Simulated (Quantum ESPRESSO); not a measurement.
Wanted: the native input for a Quantum ESPRESSO 7.5 run.

```
Task                : single point
Functional          : PBE
Potentials or basis : SG15 PBE 1.2
Cutoff              : 1020 eV
Density cutoff      : 4082 eV
k mesh              : 2 × 2 × 2
Occupations         : fermi-dirac, width 0.05 eV
Spin                : no spin polarisation
Mixing beta         : 0.5
Most SCF iterations : 120
SCF threshold       : 4e-10 Ry
```

The system is KI.

```xyz
2
Lattice="0.0000 3.5328 3.5328 3.5328 0.0000 3.5328 3.5328 3.5328 0.0000" Properties=species:S:1:pos:R:3 pbc="T T T"
I     3.5328    3.5328    3.5328
K     0.0000    0.0000    0.0000
```

One way to write it, as run:

pw.in

```
&CONTROL
  calculation = 'scf'
  prefix = 'pwscf'
  outdir = './tmp'
  pseudo_dir = './pseudo'
  tprnfor = .true.
  tstress = .true.
  disk_io = 'nowf'
/
&SYSTEM
  ibrav = 0
  nat = 2
  ntyp = 2
  ecutwfc = 75
  nbnd = 20
  occupations = 'smearing'
  smearing = 'fd'
  degauss = 0.00367493
/
&ELECTRONS
  conv_thr = 4d-10
  electron_maxstep = 120
  mixing_beta = 0.5
/
ATOMIC_SPECIES
I    126.9045 I_ONCV_PBE-1.2.upf
K     39.0983 K_ONCV_PBE-1.2.upf
CELL_PARAMETERS angstrom
   0.0000000000    3.5327750000    3.5327750000
   3.5327750000    0.0000000000    3.5327750000
   3.5327750000    3.5327750000    0.0000000000
ATOMIC_POSITIONS crystal
I      0.5000000000    0.5000000000    0.5000000000
K      0.0000000000    0.0000000000    0.0000000000
K_POINTS automatic
2 2 2 0 0 0
```

Potentials or basis: SG15 PBE 1.2.

Command:

```sh
$ OMP_NUM_THREADS=1 mpirun -n 2 pw.x -in pw.in > pw.out
```

Results of the run:

The pressure is 1.2 GPa and the band gap on the k mesh is 3.93 eV, direct.

Caveat: the k mesh is coarse (spacing up to 0.77 Å⁻¹), so the values aren't converged; spin-orbit coupling is left out, which moves the levels of the heavy elements.

Wall time 5.5 s on 2 MPI ranks on Arm Neoverse V2, with other jobs on the host, peak memory 0.14 GiB a rank.
